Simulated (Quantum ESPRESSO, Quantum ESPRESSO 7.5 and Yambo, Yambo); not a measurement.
# Quasiparticle gap of MgO (Periclase) in Yambo

Aim: the G0W0 gap of MgO (Periclase) on PBE, step by step.

Calculated with Quantum ESPRESSO 7.5 and Yambo 5.3.0; PBE and many-body steps on it, plane waves.

The database entry behind the starting cell differs from later determinations by our own check (about 0.1 % long), so it need not match the best structure at ambient conditions.

## 1. The starting structure

Symmetry: Fm-3m, No. 225, cubic system. The conventional cell has a = 4.217 Å, b = 4.217 Å, c = 4.217 Å, α = 90.00°, β = 90.00°, γ = 90.00°. Nearest to Mg lie 6 O at 2.11 Å. Nearest to O lie 6 Mg at 2.11 Å. Farther neighbours and most contacts between anions are not listed.

The cell and positions come from the Crystallography Open Database and are kept as given unless a step says otherwise.

## 2. Ground state

This step: Quantum ESPRESSO 7.5; DFT, PBE, plane waves, norm-conserving pseudopotentials.

The ground-state density comes first.

File pw.in:

```
&control
  calculation = 'scf'
  prefix = 'x'
  outdir = 'o'
  pseudo_dir = 'pseudo'
/
&system
  ibrav = 0
  nat = 2
  ntyp = 2
  ecutwfc = 76.0
  nbnd = 13
  force_symmorphic = .true.
/
&electrons
  conv_thr = 1e-10
  electron_maxstep = 80
  mixing_beta = 0.5
/
ATOMIC_SPECIES
  Mg 24.305 Mg.upf
  O 15.999 O.upf
CELL_PARAMETERS angstrom
  -0.0000000000 2.1085000000 2.1085000000
  2.1085000000 0.0000000000 2.1085000000
  2.1085000000 2.1085000000 0.0000000000
ATOMIC_POSITIONS crystal
  Mg 0.0000000000 0.0000000000 0.0000000000
  O 0.5000000000 0.5000000000 0.5000000000
K_POINTS automatic
  8 8 8 0 0 0
```

The run is started by

```console
$ OMP_NUM_THREADS=1 mpirun -n 4 pw.x -nk 4 -in pw.in > pw.out
```

Log:

```text
Program PWSCF v.7.5 starts

     This program is part of the open-source Quantum ESPRESSO suite
     for quantum simulation of materials; please cite
         "P. Giannozzi et al., J. Phys.:Condens. Matter 21 395502 (2009);
         "P. Giannozzi et al., J. Phys.:Condens. Matter 29 465901 (2017);
         "P. Giannozzi et al., J. Chem. Phys. 152 154105 (2020);
     in publications or presentations arising from this work. More details at
     Message from routine setup:
     using ibrav=0 with symmetry is DISCOURAGED, use correct ibrav instead

     G-vector sticks info

     bravais-lattice index     =            0
     lattice parameter (alat)  =       5.6349  a.u.
     unit-cell volume          =     126.5166 (a.u.)^3
     number of atoms/cell      =            2
     number of atomic types    =            2
     number of electrons       =        16.00
     number of Kohn-Sham states=           13
     kinetic-energy cutoff     =      76.0000  Ry
     charge density cutoff     =     304.0000  Ry
     scf convergence threshold =      1.0E-10
     mixing beta               =       0.5000
     number of iterations used =            8  plain     mixing
     Exchange-correlation= PBE
                           (   1   4   3   4   0   0   0)

     celldm(1)=   5.634916  celldm(2)=   0.000000  celldm(3)=   0.000000
     celldm(4)=   0.000000  celldm(5)=   0.000000  celldm(6)=   0.000000

     crystal axes: (cart. coord. in units of alat)
               a(1) = (  -0.000000   0.707107   0.707107 )
               a(2) = (   0.707107   0.000000   0.707107 )
               a(3) = (   0.707107   0.707107   0.000000 )

     reciprocal axes: (cart. coord. in units 2 pi/alat)
               b(1) = ( -0.707107  0.707107  0.707107 )
               b(2) = (  0.707107 -0.707107  0.707107 )
               b(3) = (  0.707107  0.707107 -0.707107 )
     Pseudo is Norm-conserving, Zval = 10.0
     Generated using ONCVPSP code by D. R. Hamann
     Using radial grid of 1510 points,  4 beta functions with:
     Pseudo is Norm-conserving + core correction, Zval =  6.0
     Generated using ONCVPSP code by D. R. Hamann
     Using radial grid of  936 points,  5 beta functions with:
     Mg               10.00    24.30500     Mg( 1.00)
     O                 6.00    15.99900     O ( 1.00)

     48 Sym. Ops., with inversion, found

   Cartesian axes

     site n.     atom                  positions (alat units)
         1        Mg     tau(   1) = (   0.0000000   0.0000000   0.0000000  )
         2        O      tau(   2) = (   0.7071068   0.7071068   0.7071068  )

     number of k points=    29
                       cart. coord. in units 2pi/alat
        k(    1) = (   0.0000000   0.0000000   0.0000000), wk =   0.0039062
        k(    2) = (   0.0883883   0.0883883  -0.0883883), wk =   0.0312500
        k(    3) = (   0.1767767   0.1767767  -0.1767767), wk =   0.0312500
        k(    4) = (   0.2651650   0.2651650  -0.2651650), wk =   0.0312500
        k(    5) = (  -0.3535534  -0.3535534   0.3535534), wk =   0.0156250
        k(    6) = (   0.1767767   0.0000000   0.0000000), wk =   0.0234375
        k(    7) = (   0.2651650   0.0883883  -0.0883883), wk =   0.0937500
        k(    8) = (   0.3535534   0.1767767  -0.1767767), wk =   0.0937500
        k(    9) = (  -0.2651650  -0.4419417   0.4419417), wk =   0.0937500
        k(   10) = (  -0.1767767  -0.3535534   0.3535534), wk =   0.0937500
     [... 17 further rows ...]
        k(   28) = (  -0.7071068   0.1767767  -0.0000000), wk =   0.0468750
        k(   29) = (  -0.7071068   0.3535534   0.0000000), wk =   0.0234375

     Dense  grid:    11311 G-vectors     FFT dimensions: (  32,  32,  32)

     Initial potential from superposition of free atoms

     starting charge      15.9992, renormalised to      16.0000
     Starting wfcs are    9 randomized atomic wfcs +    4 random wfcs

     per-process dynamical memory:    13.1 Mb

     Self-consistent Calculation

     iteration #  1     ecut=    76.00 Ry     beta= 0.50

     total energy              =    -151.98509152 Ry
     estimated scf accuracy    <       0.38640133 Ry

     iteration #  2     ecut=    76.00 Ry     beta= 0.50

     total energy              =    -152.09121920 Ry
     estimated scf accuracy    <       0.06153055 Ry

     iteration #  3     ecut=    76.00 Ry     beta= 0.50

     total energy              =    -152.10137216 Ry
     estimated scf accuracy    <       0.00323920 Ry

     iteration #  4     ecut=    76.00 Ry     beta= 0.50

     total energy              =    -152.10154714 Ry
     estimated scf accuracy    <       0.00008510 Ry

     iteration #  5     ecut=    76.00 Ry     beta= 0.50

     total energy              =    -152.10156155 Ry
     estimated scf accuracy    <       0.00000255 Ry

     iteration #  6     ecut=    76.00 Ry     beta= 0.50

     total energy              =    -152.10156189 Ry
     estimated scf accuracy    <       0.00000034 Ry

     iteration #  7     ecut=    76.00 Ry     beta= 0.50

     total energy              =    -152.10156189 Ry
     estimated scf accuracy    <       0.00000004 Ry

     iteration #  8     ecut=    76.00 Ry     beta= 0.50

     total energy              =    -152.10156190 Ry
     estimated scf accuracy    <          2.8E-09 Ry

     iteration #  9     ecut=    76.00 Ry     beta= 0.50

     End of self-consistent calculation

          k = 0.0000 0.0000 0.0000 (  1411 PWs)   bands (ev):

   -64.3635 -31.1132 -31.1132 -31.1132  -9.1598   8.0108   8.0108   8.0108
    12.7439  23.9496  23.9496  23.9496  27.7112

          k = 0.0884 0.0884-0.0884 (  1423 PWs)   bands (ev):

   -64.3622 -31.1257 -31.1147 -31.1147  -8.9928   7.0680   7.9110   7.9110
    13.6509  22.2184  24.2970  24.2970  28.6700

          k = 0.1768 0.1768-0.1768 (  1405 PWs)   bands (ev):

   -64.3592 -31.1550 -31.1176 -31.1176  -8.5599   5.3798   7.6806   7.6806
    15.0976  20.6247  24.7407  24.7407  28.2672

          k = 0.2652 0.2652-0.2652 (  1423 PWs)   bands (ev):

     [... further k-points ...]

     highest occupied, lowest unoccupied level (ev):     8.0108   12.7439

!    total energy              =    -152.10156190 Ry
     estimated scf accuracy    <          4.8E-11 Ry

     The total energy is the sum of the following terms:
     one-electron contribution =     -74.52621981 Ry
     hartree contribution      =      41.57252589 Ry
     xc contribution           =     -24.49213348 Ry
     ewald contribution        =     -94.65573450 Ry

     convergence has been achieved in   9 iterations

     XML data file, charge density, pseudopotentials, collected wavefunctions

=------------------------------------------------------------------------------=
   JOB DONE.
=------------------------------------------------------------------------------=
```

Elapsed: 2.2 s, on 4 MPI ranks of Arm Neoverse V1, shared host; peak memory 0.19 GiB; 8.7 s of CPU time.

This step gave:

```yaml
total_energy: -2069.4472 eV
gap: 4.733 eV
k_of_the_valence_top: 0, 0, 0
k_of_the_conduction_bottom: 0, 0, 0
least_direct_gap: 4.733 eV
```

The gap is direct, at Γ.

## 3. Bands along the symmetry lines

Levels along a band path, at the cheap level, show where the edges lie and whether the meshes to come will hold them.

File pw.in:

```
&control
  calculation = 'bands'
  prefix = 'x'
  outdir = 'o'
  pseudo_dir = 'pseudo'
/
&system
  ibrav = 0
  nat = 2
  ntyp = 2
  ecutwfc = 76.0
  nbnd = 14
  force_symmorphic = .true.
/
&electrons
  conv_thr = 1e-9
  electron_maxstep = 80
  diago_full_acc = .true.
  diago_thr_init = 5e-6
/
ATOMIC_SPECIES
  Mg 24.305 Mg.upf
  O 15.999 O.upf
CELL_PARAMETERS angstrom
  -0.0000000000 2.1085000000 2.1085000000
  2.1085000000 0.0000000000 2.1085000000
  2.1085000000 2.1085000000 0.0000000000
ATOMIC_POSITIONS crystal
  Mg 0.0000000000 0.0000000000 0.0000000000
  O 0.5000000000 0.5000000000 0.5000000000
K_POINTS crystal
  50
  0.00000000 0.00000000 0.00000000 1
  0.06250000 0.00000000 0.06250000 1
  0.12500000 0.00000000 0.12500000 1
  0.18750000 0.00000000 0.18750000 1
  0.25000000 0.00000000 0.25000000 1
  0.31250000 0.00000000 0.31250000 1
  0.37500000 0.00000000 0.37500000 1
  0.43750000 0.00000000 0.43750000 1
  0.50000000 0.00000000 0.50000000 1
  0.51562500 0.03125000 0.51562500 1
  0.53125000 0.06250000 0.53125000 1
  0.54687500 0.09375000 0.54687500 1
  0.56250000 0.12500000 0.56250000 1
  0.57812500 0.15625000 0.57812500 1
  0.59375000 0.18750000 0.59375000 1
  0.60937500 0.21875000 0.60937500 1
  0.62500000 0.25000000 0.62500000 1
  0.37500000 0.37500000 0.75000000 1
  0.32812500 0.32812500 0.65625000 1
  0.28125000 0.28125000 0.56250000 1
  0.23437500 0.23437500 0.46875000 1
  0.18750000 0.18750000 0.37500000 1
  0.14062500 0.14062500 0.28125000 1
  0.09375000 0.09375000 0.18750000 1
  0.04687500 0.04687500 0.09375000 1
  0.00000000 0.00000000 0.00000000 1
  0.06250000 0.06250000 0.06250000 1
  0.12500000 0.12500000 0.12500000 1
  0.18750000 0.18750000 0.18750000 1
  0.25000000 0.25000000 0.25000000 1
  0.31250000 0.31250000 0.31250000 1
  0.37500000 0.37500000 0.37500000 1
  0.43750000 0.43750000 0.43750000 1
  0.50000000 0.50000000 0.50000000 1
  0.50000000 0.46875000 0.53125000 1
  0.50000000 0.43750000 0.56250000 1
  0.50000000 0.40625000 0.59375000 1
  0.50000000 0.37500000 0.62500000 1
  0.50000000 0.34375000 0.65625000 1
  0.50000000 0.31250000 0.68750000 1
  0.50000000 0.28125000 0.71875000 1
  0.50000000 0.25000000 0.75000000 1
  0.50000000 0.21875000 0.71875000 1
  0.50000000 0.18750000 0.68750000 1
  0.50000000 0.15625000 0.65625000 1
  0.50000000 0.12500000 0.62500000 1
  0.50000000 0.09375000 0.59375000 1
  0.50000000 0.06250000 0.56250000 1
  0.50000000 0.03125000 0.53125000 1
  0.50000000 0.00000000 0.50000000 1
```

Log:

```text
[banner, memory and clock lines left out]
Program PWSCF v.7.5 starts

     Atomic positions and unit cell read from directory:
     o/x.save/

     Message from routine setup:
     using ibrav=0 with symmetry is DISCOURAGED, use correct ibrav instead

     G-vector sticks info

     bravais-lattice index     =            0
     lattice parameter (alat)  =       5.6349  a.u.
     unit-cell volume          =     126.5166 (a.u.)^3
     number of atoms/cell      =            2
     number of atomic types    =            2
     number of electrons       =        16.00
     number of Kohn-Sham states=           14
     kinetic-energy cutoff     =      76.0000  Ry
     charge density cutoff     =     304.0000  Ry
     Exchange-correlation= PBE
                           (   1   4   3   4   0   0   0)

     celldm(1)=   5.634916  celldm(2)=   0.000000  celldm(3)=   0.000000
     celldm(4)=   0.000000  celldm(5)=   0.000000  celldm(6)=   0.000000

     crystal axes: (cart. coord. in units of alat)
               a(1) = (  -0.000000   0.707107   0.707107 )
               a(2) = (   0.707107   0.000000   0.707107 )
               a(3) = (   0.707107   0.707107   0.000000 )

     reciprocal axes: (cart. coord. in units 2 pi/alat)
               b(1) = ( -0.707107  0.707107  0.707107 )
               b(2) = (  0.707107 -0.707107  0.707107 )
               b(3) = (  0.707107  0.707107 -0.707107 )
     Pseudo is Norm-conserving, Zval = 10.0
     Generated using ONCVPSP code by D. R. Hamann
     Using radial grid of 1510 points,  4 beta functions with:
     Pseudo is Norm-conserving + core correction, Zval =  6.0
     Generated using ONCVPSP code by D. R. Hamann
     Using radial grid of  936 points,  5 beta functions with:
     Mg               10.00    24.30500     Mg( 1.00)
     O                 6.00    15.99900     O ( 1.00)

     48 Sym. Ops., with inversion, found

   Cartesian axes

     site n.     atom                  positions (alat units)
         1        Mg     tau(   1) = (   0.0000000   0.0000000   0.0000000  )
         2        O      tau(   2) = (   0.7071068   0.7071068   0.7071068  )

     number of k points=    50
                       cart. coord. in units 2pi/alat
        k(    1) = (   0.0000000   0.0000000   0.0000000), wk =   0.0400000
        k(    2) = (   0.0000000   0.0883883   0.0000000), wk =   0.0400000
        k(    3) = (   0.0000000   0.1767767   0.0000000), wk =   0.0400000
[...]
[... 38 further rows ...]
        k(   49) = (   0.0441942   0.7071068   0.0000000), wk =   0.0400000
        k(   50) = (   0.0000000   0.7071068   0.0000000), wk =   0.0400000

     Dense  grid:    11311 G-vectors     FFT dimensions: (  32,  32,  32)

     The potential is recalculated from file :
     o/x.save/charge-density

     Starting wfcs are    9 randomized atomic wfcs +    5 random wfcs

     Band Structure Calculation

     End of band structure calculation

          k = 0.0000 0.0000 0.0000 (  1411 PWs)   bands (ev):

   -64.3635 -31.1133 -31.1133 -31.1133  -9.1597   8.0109   8.0109   8.0109
    12.7439  23.9496  23.9496  23.9496  27.7112  29.7246

          k = 0.0000 0.0884 0.0000 (  1419 PWs)   bands (ev):

   -64.3631 -31.1164 -31.1144 -31.1144  -9.1029   7.7028   7.9502   7.9502
    13.0966  23.1332  24.0779  24.0779  28.6805  28.7905

          k = 0.0000 0.1768 0.0000 (  1419 PWs)   bands (ev):

   -64.3619 -31.1249 -31.1175 -31.1175  -8.9402   6.9904   7.7830   7.7830
    13.9454  21.7310  24.4333  24.4333  26.9194  30.2063

          k =-0.0000 0.2652 0.0000 (  1411 PWs)   bands (ev):

[...]
k = 0.0000 0.4419-0.0000 (  1411 PWs)   bands (ev):

[...]
k =-0.0000 0.5303 0.0000 (  1407 PWs)   bands (ev):

[...]
k = 0.0000 0.6187-0.0000 (  1399 PWs)   bands (ev):

[...]
k = 0.4640 0.4640-0.0000 (  1428 PWs)   bands (ev):

[...]
k = 0.3315 0.3315-0.0000 (  1416 PWs)   bands (ev):

[...]
k = 0.3094 0.7071-0.0000 (  1426 PWs)   bands (ev):

[...]
k = 0.2210 0.7071-0.0000 (  1410 PWs)   bands (ev):

[...]
k = 0.1768 0.7071-0.0000 (  1418 PWs)   bands (ev):

[...]
k = 0.0442 0.7071 0.0000 (  1410 PWs)   bands (ev):

   -64.3523 -31.1840 -31.1416 -31.1412  -7.6265   4.0059   6.6443   6.6658
    17.2933  18.0453  21.0454  26.8187  26.9892  33.5889

          k = 0.0000 0.7071 0.0000 (  1428 PWs)   bands (ev):

   -64.3523 -31.1846 -31.1413 -31.1413  -7.6288   3.9868   6.6826   6.6826
    17.2331  17.9851  21.0654  26.9476  26.9476  33.5058

     XML data file, pseudopotentials, collected wavefunctions
```

Wall time 1.4 s (4 MPI ranks); peak memory 0.05 GiB.

Numbers from this step:

| Property | Result |
| --- | --- |
| gap | 4.733 eV |
| k of the valence top | 0, 0, 0 |
| k of the conduction bottom | 0, 0, 0 |
| least direct gap | 4.733 eV |

The gap is 4.733 eV, as in the run before at this level.

Electronic bands along the path, in eV, zero at the top of the highest filled band; v1 is the highest filled band, c1 the lowest empty one:

| point | v4 | v3 | v2 | v1 | c1 | c2 | c3 | c4 |
| --- | --- | --- | --- | --- | --- | --- | --- | --- |
| Γ | -17.17 | 0.00 | 0.00 | 0.00 | 4.73 | 15.94 | 15.94 | 15.94 |
| halfway | -16.41 | -2.60 | -0.72 | -0.72 | 8.06 | 11.27 | 15.51 | 17.50 |
| X | -15.64 | -4.02 | -1.33 | -1.33 | 9.22 | 9.97 | 13.05 | 18.94 |
| halfway | -15.62 | -3.87 | -1.77 | -1.27 | 9.59 | 10.49 | 12.90 | 18.58 |
| U | -15.61 | -3.44 | -2.67 | -1.12 | 10.14 | 11.76 | 12.51 | 18.11 |
| jump to K | -15.61 | -3.44 | -2.67 | -1.12 | 10.14 | 11.76 | 12.51 | 18.11 |
| halfway | -16.34 | -2.91 | -1.16 | -0.38 | 8.15 | 12.04 | 15.37 | 17.95 |
| Γ | -17.17 | 0.00 | 0.00 | 0.00 | 4.73 | 15.94 | 15.94 | 15.94 |
| halfway | -16.57 | -2.63 | -0.33 | -0.33 | 7.09 | 12.61 | 16.73 | 16.73 |
| L | -15.86 | -4.57 | -0.63 | -0.63 | 7.91 | 12.57 | 16.32 | 16.32 |
| halfway | -15.72 | -3.96 | -1.90 | -0.97 | 9.68 | 12.18 | 13.50 | 16.90 |
| W | -15.58 | -2.91 | -2.91 | -1.75 | 11.66 | 11.66 | 12.15 | 15.52 |
| halfway | -15.61 | -3.73 | -1.87 | -1.54 | 10.08 | 10.85 | 12.73 | 17.32 |
| X | -15.64 | -4.02 | -1.33 | -1.33 | 9.22 | 9.97 | 13.05 | 18.94 |

The electronic bands as a text plot (rows in eV, shown from -8.0 to 10.7 only):

```
   10.3 |       ++   +++ +++++                         +     ++++
    9.6 |         +++++++                             +       +++
    8.8 |       ++            ++                    ++
    8.0 |     ++                +              +++++
    7.2 |    +                   ++         +++
    6.4 |                                  +
    5.7 |  ++                      ++    ++
    4.9 |++                          ++++
    4.1 |
    3.3 |
    2.5 |
    1.8 |
    1.0 |
    0.2 |**                        ********
   -0.6 | ********         ***********  ***************
   -1.4 |  **     *********     *  **               ** **********
   -2.1 |    *         ***  **** **        *          **    **
   -2.9 |     ****        **    *           *           ****
   -3.7 |         ********* ****             ***      ***   *****
   -4.5 |                                       ******
   -5.3 |
   -6.0 |
   -6.8 |
   -7.6 |
         Γ           X  U|K            Γ         L        W     X
```

[end of part 1 of 2]

[Paths, hosts, dates, memory and timing lines, banners, echoed tables and standing remarks are left out of the program output.]

[Logs are printed without paths, hosts, clocks, repeated set-up lines and the standing remarks that a program may print on its own settings, such as how far it seeks lower states.]

[Runs of the session that timed out or met a known fault of the program may be left out.]

[Hosts, paths, dates, database ids (printed as entryN), source tags and the programs' standing remarks are cut or masked in the printed files.]
